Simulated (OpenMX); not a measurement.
# SiNi (Pnma) in OpenMX: a series of runs, part 2 of 2

OpenMX 3.8.5. The steps go on from the part before.

**3. Single point, LDA, collinear spin, ferromagnetic start, 12.10 Å³/atom**

Input file SiNi.dat:

```
System.CurrrentDirectory             ./
System.Name                          SiNi
DATA.PATH                            ./DFT_DATA13
level.of.stdout                      1
level.of.fileout                     0
Species.Number                       2
<Definition.of.Atomic.Species
  Ni  Ni6.0H-s3p2d2          Ni_CA13H
  Si  Si7.0-s2p2d1           Si_CA13
Definition.of.Atomic.Species>

Atoms.Number                         8
Atoms.SpeciesAndCoordinates.Unit     FRAC
<Atoms.SpeciesAndCoordinates
    1  Ni    0.9922100000    0.7500000000    0.8124800000   9.500  8.500
    2  Ni    0.5077900000    0.2500000000    0.3124800000   9.500  8.500
    3  Ni    0.4922100000    0.7500000000    0.6875200000   9.500  8.500
    4  Ni    0.0077900000    0.2500000000    0.1875200000   9.500  8.500
    5  Si    0.6787200000    0.2500000000    0.9175000000   2.000  2.000
    6  Si    0.8212800000    0.7500000000    0.4175000000   2.000  2.000
    7  Si    0.1787200000    0.2500000000    0.5825000000   2.000  2.000
    8  Si    0.3212800000    0.7500000000    0.0825000000   2.000  2.000
Atoms.SpeciesAndCoordinates>

Atoms.UnitVectors.Unit               Ang
<Atoms.UnitVectors
     5.1731000000    0.0000000000    0.0000000000
     0.0000000000    3.3381000000    0.0000000000
     0.0000000000    0.0000000000    5.6049000000
Atoms.UnitVectors>

scf.XcType                           LSDA-CA
scf.SpinPolarization                 on
scf.ElectronicTemperature            580.226
scf.energycutoff                     500.0
scf.maxIter                          160
scf.EigenvalueSolver                 band
scf.Kgrid                            5 9 5
scf.Mixing.Type                      rmm-diisk
scf.Init.Mixing.Weight               0.01
scf.Min.Mixing.Weight                0.001
scf.Max.Mixing.Weight                0.2
scf.Mixing.History                   40
scf.Mixing.StartPulay                15
scf.criterion                        1.0e-8
MD.Type                              nomd
```

Potentials or basis: OpenMX 2013 LDA set, Ni6.0H-s3p2d2, Si7.0-s2p2d1, fixed grid of 70 × 45 × 75 points.

Launch:

```sh
> openmx SiNi.dat -nt 1 > SiNi.std
```

SiNi.out:

```text
Required cutoff energy (Ryd) for 3D-grids = 500.0000
      Used cutoff energy (Ryd) for 3D-grids = 506.0535, 502.2598, 494.8674
  Num. of grids of a-, b-, and c-axes = 70, 45, 75

  Num.Grid1.    70
  Num.Grid2.    45
  Num.Grid3.    75

  Cell_Volume =    653.152498280794 (Bohr^3)
  GridVol     =      0.002764666659 (Bohr^3)
  Cell vectors (bohr) of the grid cell (gtv)
    gtv_a =  0.139653450165,  0.000000000000,  0.000000000000
    gtv_b =  0.000000000000,  0.140179873833,  0.000000000000
    gtv_c =  0.000000000000,  0.000000000000,  0.141223002578
    |gtv_a| =  0.139653450165
    |gtv_b| =  0.140179873833
    |gtv_c| =  0.141223002578

***********************************************************

***********************************************************
                  SCF history at MD= 1
***********************************************************

   SCF=   1  NormRD=  1.000000000000  Uele= -114.389821233176
   SCF=   2  NormRD= 12.625190079381  Uele= -114.085357079316
   SCF=   3  NormRD= 12.596677458806  Uele= -114.061306229374
   SCF=   4  NormRD=  7.723126436821  Uele= -109.350387446264
   SCF=   5  NormRD=  6.383588856137  Uele= -108.708431638969
   SCF=   6  NormRD=  5.339102330838  Uele= -108.811947067471
   SCF=   7  NormRD=  4.483978427671  Uele= -108.921316050023
   SCF=   8  NormRD=  3.783081092272  Uele= -109.006088997553
   SCF=   9  NormRD=  3.205618780651  Uele= -109.071336909089
   SCF=  10  NormRD=  2.727474081670  Uele= -109.121614515961
[... 11 lines left out ...]
   SCF=  22  NormRD=  0.000499758999  Uele= -109.294269888040
   SCF=  23  NormRD=  0.000178736148  Uele= -109.294326689279
   SCF=  24  NormRD=  0.000071942514  Uele= -109.294283051769
[... 237 lines left out ...]
                   Mulliken populations
***********************************************************

  Total spin moment (muB)   0.000000234

                    Up spin      Down spin     Sum           Diff
      1   Ni      9.139962295  9.139962309  18.279924605  -0.000000014
      2   Ni      9.139962092  9.139962106  18.279924198  -0.000000014
      3   Ni      9.139962092  9.139962106  18.279924198  -0.000000014
      4   Ni      9.139962295  9.139962309  18.279924605  -0.000000014
      5   Si      1.860035878  1.860035805   3.720071683   0.000000073
      6   Si      1.860039793  1.860039721   3.720079514   0.000000073
      7   Si      1.860039794  1.860039721   3.720079515   0.000000073
      8   Si      1.860035878  1.860035805   3.720071683   0.000000073

 Sum of MulP: up   =    44.00000 down          =    44.00000
              total=    88.00000 ideal(neutral)=    88.00000

  Decomposed Mulliken populations

    1   Ni          Up spin      Down spin     Sum           Diff
            multiple
  s           0    0.998501976  0.998501976   1.997003952   0.000000000
   sum over m      0.998501976  0.998501976   1.997003952   0.000000000
  s           1    0.465847482  0.465847483   0.931694965  -0.000000000
   sum over m      0.465847482  0.465847483   0.931694965  -0.000000000
  s           2    0.003052542  0.003052542   0.006105084   0.000000000
   sum over m      0.003052542  0.003052542   0.006105084   0.000000000
   sum over m+mul  1.467402000  1.467402000   2.934804001   0.000000000
  px          0    0.999731536  0.999731536   1.999463072   0.000000000
  py          0    0.999638143  0.999638143   1.999276285   0.000000000
  pz          0    0.999680924  0.999680924   1.999361847   0.000000000
   sum over m      2.999050602  2.999050602   5.998101204   0.000000000
  px          1    0.071753220  0.071753220   0.143506440   0.000000000
  py          1    0.071723809  0.071723807   0.143447616   0.000000002
  pz          1    0.076174234  0.076174233   0.152348467   0.000000000
[... 194 lines left out ...]
   sum over m      1.077889467  1.077889411   2.155778878   0.000000056
  px          1   -0.005429033 -0.005429033  -0.010858065   0.000000000
  py          1   -0.002412171 -0.002412171  -0.004824342  -0.000000000
  pz          1   -0.003158042 -0.003158042  -0.006316084   0.000000000
   sum over m     -0.010999246 -0.010999246  -0.021998491   0.000000000
   sum over m+mul  1.066890222  1.066890166   2.133780387   0.000000056
  d3z^2-r^2   0    0.036005144  0.036005142   0.072010286   0.000000002
  dx^2-y^2    0    0.031308966  0.031308965   0.062617931   0.000000002
  dxy         0    0.043090548  0.043090545   0.086181094   0.000000003
  dxz         0    0.038088118  0.038088116   0.076176234   0.000000002
  dyz         0    0.033411034  0.033411032   0.066822066   0.000000002
   sum over m      0.181903811  0.181903800   0.363807611   0.000000011
   sum over m+mul  0.181903811  0.181903800   0.363807611   0.000000011

***********************************************************
       xyz-coordinates (Ang) and forces (Hartree/Bohr)
***********************************************************

<coordinates.forces
  8
    1    Ni     5.13280   2.50357   4.55387  -0.000414216003  0.000237419938 -0.000317936042
    2    Ni     2.62685   0.83452   1.75142   0.000260735460 -0.000105666708 -0.000702546347
    3    Ni     2.54625   2.50357   3.85348  -0.000260735256  0.000105666708  0.000702546315
    4    Ni     0.04030   0.83452   1.05103   0.000414216204 -0.000237419938  0.000317936076
    5    Si     3.51109   0.83452   5.14250   0.001265965097  0.000004480784 -0.000307135189
    6    Si     4.24856   2.50357   2.34005  -0.001265543011  0.000004621542 -0.000315204195
    7    Si     0.92454   0.83452   3.26485   0.001265542812 -0.000004621542  0.000315204240
    8    Si     1.66201   2.50357   0.46240  -0.001265965295 -0.000004480784  0.000307135143
coordinates.forces>

***********************************************************
       Fractional coordinates of the final structure
***********************************************************

     1     Ni     0.99221000000000   0.75000000000000   0.81248000000000
     2     Ni     0.50779000000000   0.25000000000000   0.31248000000000
     3     Ni     0.49221000000000   0.75000000000000   0.68752000000000
     4     Ni     0.00779000000000   0.25000000000000   0.18752000000000
     5     Si     0.67872000000000   0.25000000000000   0.91750000000000
     6     Si     0.82128000000000   0.75000000000000   0.41750000000000
     7     Si     0.17872000000000   0.25000000000000   0.58250000000000
     8     Si     0.32128000000000   0.75000000000000   0.08250000000000
```

SiNi.std:

```text
*******************************************************
 Welcome to OpenMX   Ver. 3.8.5
 Copyright (C), 2002-2014, T. Ozaki
 OpenMX comes with ABSOLUTELY NO WARRANTY.
 This is free software, and you are welcome to
 redistribute it under the constitution of the GNU-GPL.
*******************************************************
[... 245 lines left out ...]
  Uzs   =       0.000000000000
  Uzo   =       0.000000000000
  Uef   =       0.000000000000
  UvdW  =       0.000000000000
  Utot  =    -687.183620310303

*******************************************************
             MD or geometry opt. at MD = 1
*******************************************************

outputting data on grids to files...

The calculation was normally finished.
```

Run time: 18 min. Hardware: 1 thread of Intel Xeon Platinum 8559C (Emerald Rapids), shared host; peak memory 2.4 GiB.

What came out:

| Quantity | Value |
| --- | --- |
| Free energy | -18699.2390 eV |
| Largest force | 0.067 eV/Å |
| Band gap on the k mesh | none (metal or under the smearing width) |
| Net moment | 0.00 μB per cell |
| Mulliken charges | Ni -0.28; Si +0.28 e |

Caveat: Mulliken charges move with the basis; the basis of atomic orbitals isn't converged, which shifts pressures, moduli and gaps.

**4. Single point, LDA, collinear spin, ferromagnetic start, 11.86 Å³/atom (volume scaled by 0.98)**

Changes to SiNi.dat since step 3:

```diff
@@ -26,5 +26,5 @@
 <Atoms.UnitVectors
-     5.1731000000    0.0000000000    0.0000000000
-     0.0000000000    3.3381000000    0.0000000000
-     0.0000000000    0.0000000000    5.6049000000
+     5.1383801619    0.0000000000    0.0000000000
+     0.0000000000    3.3156959692    0.0000000000
+     0.0000000000    0.0000000000    5.5672820880
 Atoms.UnitVectors>
@@ -34,3 +34,2 @@
 scf.ElectronicTemperature            580.226
-scf.energycutoff                     500.0
 scf.maxIter                          160
@@ -46 +45,3 @@
 MD.Type                              nomd
+scf.Ngrid                            70 45 75
+scf.energycutoff                     500.0
```

Launch:

```sh
> openmx SiNi.dat -nt 1 > SiNi.std
```

Run time: 18 min. Hardware: 1 thread of Intel Xeon Platinum 8559C (Emerald Rapids), shared host; peak memory 2.4 GiB.

It converged, with:

| Quantity | Value |
| --- | --- |
| Free energy | -18699.2934 eV |
| Largest force | 0.067 eV/Å |
| Band gap on the k mesh | none (metal or under the smearing width) |
| Net moment | 0.00 μB per cell |
| Mulliken charges | Ni -0.29; Si +0.29 e |

Caveat: Mulliken charges move with the basis; the basis of atomic orbitals isn't converged, which shifts pressures, moduli and gaps.

**5. Single point, LDA, collinear spin, ferromagnetic start, 12.34 Å³/atom (volume scaled by 1.02)**

Changes to SiNi.dat since step 4:

```diff
@@ -26,5 +26,5 @@
 <Atoms.UnitVectors
-     5.1383801619    0.0000000000    0.0000000000
-     0.0000000000    3.3156959692    0.0000000000
-     0.0000000000    0.0000000000    5.5672820880
+     5.2073599388    0.0000000000    0.0000000000
+     0.0000000000    3.3602072668    0.0000000000
+     0.0000000000    0.0000000000    5.6420196248
 Atoms.UnitVectors>
```

Launch:

```sh
> openmx SiNi.dat -nt 1 > SiNi.std
```

It took 15 min on 1 thread of Intel Xeon Platinum 8559C (Emerald Rapids), shared host; peak memory 2.4 GiB.

It converged, with:

```yaml
Free_energy: -18699.1440 eV
Largest_force: 0.097 eV/Å
Band_gap_on_the_k_mesh: none (metal or under the smearing width)
Net_moment: 0.00 μB per cell
Mulliken_charges: Ni -0.27; Si +0.27 e
```

Caveat: Mulliken charges move with the basis; the basis of atomic orbitals isn't converged, which shifts pressures, moduli and gaps.

**6. Single point, LDA, collinear spin, ferromagnetic start, 11.61 Å³/atom (volume scaled by 0.96)**

Changes to SiNi.dat since step 5:

```diff
@@ -26,5 +26,5 @@
 <Atoms.UnitVectors
-     5.2073599388    0.0000000000    0.0000000000
-     0.0000000000    3.3602072668    0.0000000000
-     0.0000000000    0.0000000000    5.6420196248
+     5.1031846727    0.0000000000    0.0000000000
+     0.0000000000    3.2929850101    0.0000000000
+     0.0000000000    0.0000000000    5.5291488222
 Atoms.UnitVectors>
```

Potentials or basis: OpenMX 2013 LDA set, Ni6.0H-s3p2d2, Si7.0-s2p2d1, fixed grid of 70 × 45 × 75 points.

Launch:

```sh
> openmx SiNi.dat -nt 1 > SiNi.std
```

It took 17 min on 1 thread of Intel Xeon Platinum 8559C (Emerald Rapids), shared host; peak memory 2.5 GiB.

Results (log left out):

```yaml
Free_energy: -18699.3023 eV
Largest_force: 0.103 eV/Å
Band_gap_on_the_k_mesh: none (metal or under the smearing width)
Net_moment: 0.00 μB per cell
Mulliken_charges: Ni -0.30; Si +0.30 e
```

Caveat: Mulliken charges move with the basis; the basis of atomic orbitals isn't converged, which shifts pressures, moduli and gaps.
